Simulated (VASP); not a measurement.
# In (P6_3/mmc) in VASP: settings compared, part 2 of 2

VASP 6.6.1.

## Step 3: Band structure, PBE+D2, spin-orbit coupling, no magnetisation

POSCAR reads:

```
In
3.3355
    0.999995437566      0.000000000000      0.000000000000
   -0.499997718783      0.866021452616      0.000000000000
    0.000000000000      0.000000000000      1.651669290961
In
2
Direct
    0.6666666667      0.3333333333      0.7500000000
    0.3333333333      0.6666666667      0.2500000000
```

INCAR.step1 reads:

```
SYSTEM = In
ALGO = Normal
EDIFF = 1E-6
ENCUT = 520
GGA = PE
GGA_COMPAT = .False.
ISIF = 2
ISMEAR = 0
IVDW = 1
LASPH = .True.
LCHARG = .True.
LNONCOLLINEAR = .True.
LORBIT = 11
LREAL = .False.
LSORBIT = .True.
LWAVE = .False.
MAGMOM = 0 0 0 0 0 0
NELM = 100
PREC = Accurate
SIGMA = 0.05
```

KPOINTS.step1 reads:

```
k-points
0
Gamma
  7 7 4
  0 0 0
```

INCAR.step2 reads:

```
SYSTEM = In
ALGO = Normal
EDIFF = 1E-6
ENCUT = 520
GGA = PE
GGA_COMPAT = .False.
ICHARG = 11
ISIF = 2
ISMEAR = 0
IVDW = 1
LASPH = .True.
LCHARG = .False.
LNONCOLLINEAR = .True.
LORBIT = 11
LREAL = .False.
LSORBIT = .True.
LWAVE = .False.
MAGMOM = 0 0 0 0 0 0
NELM = 100
PREC = Accurate
SIGMA = 0.05
```

KPOINTS.step2 reads:

```
path GMKGALHA,LM,KH
20
line-mode
reciprocal
 0.0000000000  0.0000000000  0.0000000000  G
 0.5000000000  0.0000000000  0.0000000000  M

 0.5000000000  0.0000000000  0.0000000000  M
 0.3333333333  0.3333333333  0.0000000000  K

 0.3333333333  0.3333333333  0.0000000000  K
 0.0000000000  0.0000000000  0.0000000000  G

 0.0000000000  0.0000000000  0.0000000000  G
 0.0000000000  0.0000000000  0.5000000000  A

 0.0000000000  0.0000000000  0.5000000000  A
 0.5000000000  0.0000000000  0.5000000000  L

 0.5000000000  0.0000000000  0.5000000000  L
 0.3333333333  0.3333333333  0.5000000000  H

 0.3333333333  0.3333333333  0.5000000000  H
 0.0000000000  0.0000000000  0.5000000000  A

 0.5000000000  0.0000000000  0.5000000000  L
 0.5000000000  0.0000000000  0.0000000000  M

 0.3333333333  0.3333333333  0.0000000000  K
 0.3333333333  0.3333333333  0.5000000000  H
```

Potentials or basis: VASP PAW PBE potentials, release 64 (In_d).

The run is started by

```console
$ cat potpaw_PBE.64/In_d/POTCAR > POTCAR
$ cp INCAR.step1 INCAR
$ cp KPOINTS.step1 KPOINTS
$ mpirun -np 1 vasp_ncl > vasp.out
$ cp INCAR.step2 INCAR
$ cp KPOINTS.step2 KPOINTS
$ mpirun -np 1 vasp_ncl > vasp.out
```

OUTCAR:

```text
SYSTEM = In
   EDIFF = 1E-6
   ENCUT = 520
   GGA = PE
   ICHARG = 11
   ISIF = 2
   ISMEAR = 0
   IVDW = 1
   LASPH = .True.
   LNONCOLLINEAR = .True.
   LORBIT = 11
   LREAL = .False.
   LSORBIT = .True.
   NELM = 100
   PREC = Accurate
  IVDW =   1

 ion  position               nearest neighbor table
   1  0.667  0.333  0.750-   2 3.36   2 3.36   2 3.36   2 3.36   2 3.36   2 3.36
   2  0.333  0.667  0.250-   1 3.36   1 3.36   1 3.36   1 3.36   1 3.36   1 3.36

  LATTYP: Found a hexagonal cell.
 ALAT       =     3.3354847820
 C/A-ratio  =     1.6516768266

  Lattice vectors:

[... 1155 lines left out ...]
    -0.0048899    -0.0012617     0.0000000    -0.0012617     0.0000000
 l=   3
     0.0000000     0.0000000     0.0000000     0.0000000     0.0000000     0.0000000     0.0000000
     0.0000000     0.0000000     0.0000000     0.0000000     0.0000000     0.0000000     0.0000000
     0.0000000     0.0000000     0.0000000     0.0000000     0.0000000     0.0000000     0.0000000
     0.0000000     0.0000000     0.0000000     0.0000000     0.0000000     0.0000000     0.0000000
     0.0000000     0.0000000     0.0000000     0.0000000     0.0000000     0.0000000     0.0000000
     0.0000000     0.0000000     0.0000000     0.0000000     0.0000000     0.0000000     0.0000000
     0.0000000     0.0000000     0.0000000     0.0000000     0.0000000     0.0000000     0.0000000

 total charge

# of ion       s       p       d       tot
------------------------------------------
    1        1.008   0.472   9.851  11.331
    2        1.008   0.472   9.851  11.331
--------------------------------------------------
tot          2.016   0.943  19.702  22.661

 magnetization (x)

# of ion       s       p       d       tot
------------------------------------------
    1       -0.000   0.000  -0.000  -0.000
    2        0.000   0.000   0.000   0.000
--------------------------------------------------
tot          0.000   0.000   0.000   0.000

 magnetization (y)

# of ion       s       p       d       tot
------------------------------------------
    1        0.000   0.000   0.000   0.000
    2        0.000   0.000   0.000   0.000
--------------------------------------------------
tot          0.000   0.000   0.000   0.000

 magnetization (z)

# of ion       s       p       d       tot
------------------------------------------
    1        0.000   0.000   0.000   0.000
    2        0.000   0.000   0.000   0.000
--------------------------------------------------
tot          0.000   0.000   0.000   0.000
```

OUTCAR.step1:

```text
SYSTEM = In
   EDIFF = 1E-6
   ENCUT = 520
   GGA = PE
   ISIF = 2
   ISMEAR = 0
   IVDW = 1
   LASPH = .True.
   LNONCOLLINEAR = .True.
   LORBIT = 11
   LREAL = .False.
   LSORBIT = .True.
   NELM = 100
[... 1207 lines left out ...]
 magnetization (y)

# of ion       s       p       d       tot
------------------------------------------
    1       -0.000   0.000   0.000  -0.000
    2       -0.000   0.000   0.000  -0.000
--------------------------------------------------
tot         -0.000   0.000   0.000  -0.000

 magnetization (z)

# of ion       s       p       d       tot
------------------------------------------
    1        0.000   0.000   0.000   0.000
    2        0.000   0.000   0.000   0.000
--------------------------------------------------
tot          0.000   0.000   0.000   0.000
```

OSZICAR.step1:

```text
N       E                     dE             d eps       ncg     rms          rms(c)
DAV:   1     0.251047989897E+03    0.25105E+03   -0.12655E+04  1632   0.213E+03
DAV:   2     0.203868274676E+02   -0.23066E+03   -0.22623E+03  1640   0.480E+02
DAV:   3    -0.420269215337E+01   -0.24590E+02   -0.24324E+02  1870   0.185E+02
DAV:   4    -0.516850653184E+01   -0.96581E+00   -0.96407E+00  1954   0.407E+01
DAV:   5    -0.521354762917E+01   -0.45041E-01   -0.45035E-01  2602   0.680E+00    0.320E+00
DAV:   6    -0.516815760792E+01    0.45390E-01   -0.91906E-02  2128   0.551E+00    0.157E+00
DAV:   7    -0.515918584620E+01    0.89718E-02   -0.27800E-02  2136   0.275E+00    0.562E-01
DAV:   8    -0.515879345962E+01    0.39239E-03   -0.12144E-03  2214   0.380E-01    0.229E-01
DAV:   9    -0.515860946916E+01    0.18399E-03   -0.60445E-04  2088   0.451E-01    0.267E-02
DAV:  10    -0.515860995334E+01   -0.48418E-06   -0.29305E-05  2270   0.893E-02    0.768E-03
DAV:  11    -0.515861219194E+01   -0.22386E-05   -0.16916E-06  1504   0.147E-02    0.535E-03
DAV:  12    -0.515861279543E+01   -0.60349E-06   -0.44756E-07  1006   0.948E-03
   1 F= -.69140413E+01 E0= -.69131262E+01  d E =-.183021E-02  mag=     0.0000     0.0000     0.0000
```

Run time: 5 min. Hardware: 1 thread of Intel Xeon Platinum 8488C (Sapphire Rapids), shared host; peak memory 0.57 GiB.

What came out:

```
Dispersion energy per atom : -0.878 eV
```

Caveat: the log is that of the step along the path at fixed density, whose energy, stress, charges and moments have no meaning.

## Step 4: For comparison

An earlier run on the cell as given: functional PBEsol; potentials or basis VASP PAW PBE potentials, release 64 (In_d); cutoff 520 eV; k mesh 9 × 9 × 5; occupations fermi-dirac, width 0.05 eV; no spin polarisation.

* Pressure: -1.4 GPa
* Band gap on the k mesh: none (metal or under the smearing width)

## Step 5: Summary

| task | level | spin | k mesh | smearing | ladder | pressure (GPa) |
| --- | --- | --- | --- | --- | --- | --- |
| band structure | LAK | off | 9 × 9 × 5 | fermi-dirac 0.05 eV | - | 3.4 |
| band structure | PBE+D2 | SOC, no magnetisation | 7 × 7 × 4 | gaussian 0.05 eV | - | - |
| single point | PBEsol | off | 9 × 9 × 5 | fermi-dirac 0.05 eV | free | -1.4 |

Alike in all rows: potentials or basis VASP PAW PBE potentials, release 64 (In_d); cell as given; cutoff (eV) 520.

Caveats: the PAW data sets were made with another functional, which shifts forces and pressure a little (some runs); spin-orbit coupling is left out, which moves the levels of the heavy elements (some runs).

Absolute energies hang on the potentials; compare differences alone.
